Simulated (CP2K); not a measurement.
Runs of CP2K 2026.2 on Bi. The cell holds a slab with vacuum, 5 atoms: a = 4.539 Å, b = 4.539 Å, c = 38.658 Å, α = 90.00°, β = 90.00°, γ = 120.00°. The slab is cut from a database's or a generator's crystal, which needn't be the stable form of the element.

```csv
potentials or basis,basis sets,potentials,ADDED_MOS,gap on the mesh (eV),largest force (eV/Å),work function (eV)
POTENTIAL_UZH Bi GTH-PBE-q5; TZVP-MOLOPT-PBE-GTH basis,Bi TZVP-MOLOPT-PBE-GTH-q5,Bi GTH-PBE-q5 of POTENTIAL_UZH,[16],none,0.05,4.83
POTENTIAL_UZH Bi GTH-PBE-q5; TZV2P-MOLOPT-PBE-GTH basis,Bi TZV2P-MOLOPT-PBE-GTH-q5,Bi GTH-PBE-q5 of POTENTIAL_UZH,[16],none,0.05,4.81
POTENTIAL_UZH Bi GTH-PBE-q5; DZVP-MOLOPT-PBE-GTH basis,Bi DZVP-MOLOPT-PBE-GTH-q5,Bi GTH-PBE-q5 of POTENTIAL_UZH,[16],none,0.04,4.81
GTH_POTENTIALS Bi GTH-PBE-q5; SZV-MOLOPT-SR-GTH basis,Bi SZV-MOLOPT-SR-GTH-q5,Bi GTH-PBE-q5 of GTH_POTENTIALS,[7],none,(a),3.63
POTENTIAL_UZH Bi GTH-PBE-q5; ccGRB-D basis,Bi ccGRB-D-q5,Bi GTH-PBE-q5 of POTENTIAL_UZH,[16],none,0.07,(b)
GTH_POTENTIALS Bi GTH-PBE-q5; TZVP-MOLOPT-SR-GTH basis,Bi TZVP-MOLOPT-SR-GTH-q5,Bi GTH-PBE-q5 of GTH_POTENTIALS,[16],none,0.04,4.78
GTH_POTENTIALS Bi GTH-PBE-q5; DZVP-MOLOPT-SR-GTH basis,Bi DZVP-MOLOPT-SR-GTH-q5,Bi GTH-PBE-q5 of GTH_POTENTIALS,[16],none,0.04,4.76
```

Alike in all rows: task work function; level PBE; no spin polarisation; cell as given; k mesh 5 × 5 × 1; smearing fermi-dirac 0.05 eV.

Task: Estimate the missing entries.

Result: (a) 0.03; (b) 4.54.

Caveats: spin-orbit coupling is left out, which moves the levels of the heavy elements; the basis of atomic orbitals isn't converged, which shifts pressures, moduli and gaps; a minimal basis gives rough bond lengths, pressures and levels (some runs).

A k mesh can miss the band edges, and the runs leave out spin-orbit coupling on Bi.

A gap of «none» marks a metal or a gap under the smearing width.
